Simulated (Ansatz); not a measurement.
# GaCuSe2: how the settings move a single-point run

Aim: see which settings change the result for GaCuSe2, by how much, and at what cost. The cell is built on a prototype (ordering on rocksalt) and needn't be the phase found in nature.

Method: reference: DFT, PBE, plane waves, PAW, in Ansatz 0.2.0.

## (1) The structure to begin with

It takes space group P4/mmm (No. 123, tetragonal). Conventional cell: a = 3.730 Å, b = 3.730 Å, c = 5.255 Å, α = 90.00°, β = 90.00°, γ = 90.00°. Cu (site symmetry 4/mmm) has 6 Se at 2.63 to 2.64 Å as nearest neighbours. Se (site symmetry 4/mmm) is surrounded by 2 Cu at 2.63 Å and 4 Ga at 2.64 Å. Ga (site symmetry 4/mmm) is surrounded by 6 Se at 2.63 to 2.64 Å. Around Se (site symmetry 4/mmm) lie 2 Ga at 2.63 Å and 4 Cu at 2.64 Å.

Structure file:

```xyz
4
Lattice="3.7296 0.0000 0.0000 0.0000 3.7296 0.0000 0.0000 0.0000 5.2546" Properties=species:S:1:pos:R:3 pbc="T T T"
Cu    0.0000    0.0000    0.0000
Se    0.0000    0.0000    2.6273
Ga    1.8648    1.8648    2.6273
Se    1.8648    1.8648    0.0000
```

## (2) The reference run

File input.yaml:

```yaml
crystal:
  lattice:
    - [3.7295715113, 0.0, 0.0]
    - [0.0, 3.7295715113, 0.0]
    - [0.0, 0.0, 5.2545561345]
  atoms:
    - { symbol: Cu, position: [0.0, 0.0, 0.0] }
    - { symbol: Se, position: [0.0, 0.0, 0.5] }
    - { symbol: Ga, position: [0.5, 0.5, 0.5] }
    - { symbol: Se, position: [0.5, 0.5, 0.0] }
kpoints:
  mp_grid: { grid: [6, 6, 4] }
hamiltonian:
  xc: pbe
scf:
  occupations: { method: fermi_dirac, width: 0.02 }
  n_extra_bands: 5
output:
  forces: true
  stress: true
  eigenvalues: true
```

Started as:

```
$ ansatz run input.yaml --threads 4 --pin off --max-ram 3686MiB --backend cpu --events-out ev --progress --plain --runs-dir out
```

## (3) Variant: mp_grid.shift [0.5, 0.5, 0.5]

Changes to input.yaml since step 2:

```diff
@@ -11,3 +11,3 @@
 kpoints:
-  mp_grid: { grid: [6, 6, 4] }
+  mp_grid: { grid: [6, 6, 4], shift: [0.5, 0.5, 0.5] }
 hamiltonian:
```

## (4) Changed: xc_grid 3

Changes to input.yaml since step 2:

```diff
@@ -21 +21,3 @@
   eigenvalues: true
+basis:
+  xc_grid: 3
```

## (5) Changing settings: preconditioner none

Changes to input.yaml since step 2:

```diff
@@ -17,2 +17,3 @@
   n_extra_bands: 5
+  mixing: { preconditioner: none }
 output:
```

## (6) Changing settings: mp_grid.shift [0, 0, 0.5]

Changes to input.yaml since step 2:

```diff
@@ -11,3 +11,3 @@
 kpoints:
-  mp_grid: { grid: [6, 6, 4] }
+  mp_grid: { grid: [6, 6, 4], shift: [0, 0, 0.5] }
 hamiltonian:
```

## (7) Variant: occupations.method gaussian, occupations.width 0.5

Changes to input.yaml since step 2:

```diff
@@ -15,3 +15,3 @@
 scf:
-  occupations: { method: fermi_dirac, width: 0.02 }
+  occupations: { method: gaussian, width: 0.5 }
   n_extra_bands: 5
```

## (8) Changing settings: occupations.method cold, occupations.width 0.2

Changes to input.yaml since step 2:

```diff
@@ -15,3 +15,3 @@
 scf:
-  occupations: { method: fermi_dirac, width: 0.02 }
+  occupations: { method: cold, width: 0.2 }
   n_extra_bands: 5
```

**Question.** What will these runs give? Wanted: for each run, ending; energy change; pressure; gap; force.

**Answer**, as computed:

```
                                                  run     ending        energy change  pressure (GPa)  gap (eV)  force (eV/Å)  cycles   time
                                            reference  converged                    0             2.2      0.00          0.00       7  2.2 s
                     1: mp_grid.shift [0.5, 0.5, 0.5]  converged       +32.3 meV/atom             2.2      0.00          0.00       8  1.4 s
                                         2: xc_grid 3  converged         0.0 meV/atom             2.2      0.00          0.00       7  2.2 s
                               3: preconditioner none  converged         0.0 meV/atom             2.2      0.00          0.00       8  2.3 s
                         4: mp_grid.shift [0, 0, 0.5]  converged       +23.3 meV/atom             2.1      0.00          0.00       7  1.7 s
5: occupations.method gaussian, occupations.width 0.5  converged  +0.8 meV/atom (σ→0)             2.4      0.00          0.00       8  2.3 s
    6: occupations.method cold, occupations.width 0.2  converged  +0.4 meV/atom (σ→0)             2.2      0.00          0.00       8  2.4 s
```

Residual by cycle in the longest SCF loop of each run; runs are numbered as in the table. The quantity is the density residual dr2, in eV.

```
cycle  reference    run 1    run 2    run 3    run 4    run 5    run 6
    1    0.00633   0.0357  0.00633  0.00633   0.0358  0.00395  0.00702
    2    0.00241  0.00564  0.00241  0.00409  0.00454  0.00202   0.0034
    3     3.0e-4  0.00167   3.0e-4  0.00126  0.00148   2.4e-4   5.6e-4
    4     1.3e-5   6.6e-5   1.3e-5   7.2e-5   4.8e-5   4.0e-5   7.7e-5
    5     2.5e-6   3.1e-6   2.5e-6   1.1e-5   2.5e-5   1.3e-5   2.5e-5
    6     2.3e-7   4.6e-7   2.3e-7   2.1e-6   2.7e-6   1.5e-6   2.3e-6
    7     2.5e-8   1.4e-7   2.5e-8   1.5e-7   6.4e-8   1.7e-7   2.5e-7
    8          -   2.1e-8        -   4.4e-9        -   1.9e-8   1.9e-8
```

What this shows: No change moves the result by more than the table shows.
